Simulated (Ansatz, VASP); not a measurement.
## MgI2 in VASP and in Ansatz

```
Mg I
1.0
     4.11546    0.00000    0.00000
    -2.05773    3.56409    0.00000
     0.00000    0.00000    7.64138
Mg I
1 2
Cartesian
  0.0000 0.0000 0.0000
  0.0000 2.3761 6.0051
  2.0577 1.1880 1.6363
```

Alike in both runs: task single point; functional PBE; k mesh 6 × 6 × 4; occupations gaussian, width 0.05 eV; no spin polarisation.

|  | VASP | Ansatz |
| --- | --- | --- |
| version | VASP 6.6.1 | Ansatz 0.2.0 |
| potentials or method | VASP PAW PBE potentials, release 64 (Mg, I) | scalar-relativistic, plane waves, PAW |
| plane-wave cutoff (eV) | 520 | 520 |
| valence electrons in the cell | 16 | 44 |

```csv
,VASP,Ansatz,Ansatz less VASP
gap on the k mesh at the Fermi level (eV),3.67,3.69,+0.017
least direct gap on the mesh (eV),3.94,3.96,+0.013
pressure (GPa),1.8,1.9,+0.05
largest component of the traceless stress (GPa),0.14,0.15,+0.007
rms of the force components (eV/Å),0.163,0.167,+0.0043
```

Atom by atom the forces differ by 0.004 eV/Å (rms over components). The two sets of potentials don't hold the same shells in valence.

Caveats: spin-orbit coupling is left out, which moves the levels of the heavy elements; this functional lacks dispersion, which binds the layers, so the pressure and a relaxed spacing across them are unreliable. A k mesh can miss the band edges.
